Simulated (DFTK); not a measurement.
## Au under changes of volume

One of the cells (18.207 Å³/atom); the others are scaled copies at fixed shape and fractional positions:

```
Au
1.0
    -1.65727    1.65727    1.65727
     1.65727   -1.65727    1.65727
     1.65727    1.65727   -1.65727
Au
1
Direct
  0.00000 0.00000 0.00000
```

This isn't the form of Au at room conditions, which is fcc.

- Program: DFTK 0.8.2
- Functional: PBE
- Potentials or basis: dojo.nc.sr.pbe.v0_4_1.standard.upf (PBE)
- Cutoff: 1034 eV
- k mesh: 11 × 11 × 11
- Occupations: fermi-dirac, width 0.05 eV
- Spin: no spin polarisation

| volume (Å³/atom) | energy over the lowest point (meV/atom) | pressure (GPa) |
| --- | --- | --- |
| 17.115 | 21.41 | 8.2 |
| 17.479 | 7.06 | 4.6 |
| 17.843 | 0.24 | 1.5 |
| 18.207 | 0.00 | -1.3 |
| 18.571 | ? | ? |
| 18.935 | 16.17 | -5.8 |
| 19.299 | 31.26 | -7.6 |

**Question.** What does the run at 18.571 Å³/atom give?

**Answer.** Energy over the lowest point 5.54 meV/atom; pressure -3.7 GPa.

Worked out: A Birch-Murnaghan fit of order 3 (a polynomial in V^(-2/3)) to the other rows has its minimum at 18.04 Å³/atom with B0 = V·E''(V) = 134 GPa and B' = 5.4. It gives 5.55 meV/atom at 18.571 Å³/atom, against the run's 5.54, and -dE/dV = -3.6 GPa, against -3.7.

Energies are extrapolated to zero smearing.
